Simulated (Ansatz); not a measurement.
AlNi under changes of volume

One of the cells (11.956 Å³/atom); the others are scaled copies at fixed shape and fractional positions:

```
Ni Al
1.0
     2.88100    0.00000    0.00000
     0.00000    2.88100    0.00000
     0.00000    0.00000    2.88100
Ni Al
1 1
Direct
  0.50000 0.50000 0.50000
  0.00000 0.00000 0.00000
```

```yaml
Program: Ansatz 0.2.0
Functional: PBEsol
Potentials_or_basis: Ansatz PAW
Cutoff: "420 eV (not typed: the program's choice for these potentials)"
k_mesh: 9 × 9 × 9
Occupations: fermi-dirac, width 0.05 eV
Spin: collinear spin, ferromagnetic start
Starting_moments: "[1.0, 0.0] μB"
```

```tsv
volume (Å³/atom)	energy over the lowest point (meV/atom)	pressure (GPa)
11.239	11.32	7.9
11.478	2.70	3.8
11.717	0.00	0.0
11.956	2.59	-3.4
12.196	9.94	-6.4
12.435	?	?
12.674	37.00	-11.5
```

Problem. What does the run at 12.435 Å³/atom give?

Solution. Energy over the lowest point 21.56 meV/atom; pressure -9.1 GPa.

Worked out: A Birch-Murnaghan fit of order 3 (a polynomial in V^(-2/3)) to the other rows has its minimum at 11.72 Å³/atom with B0 = V·E''(V) = 174 GPa and B' = 4.3. It gives 21.56 meV/atom at 12.435 Å³/atom, against the run's 21.56, and -dE/dV = -9.1 GPa, against -9.1.

Energies are extrapolated to zero smearing.

Caveats: the PAW data sets come from PBE, with cores solved anew for the run's functional, which leaves a small shift of forces and pressure; the starting moments weren't kept.
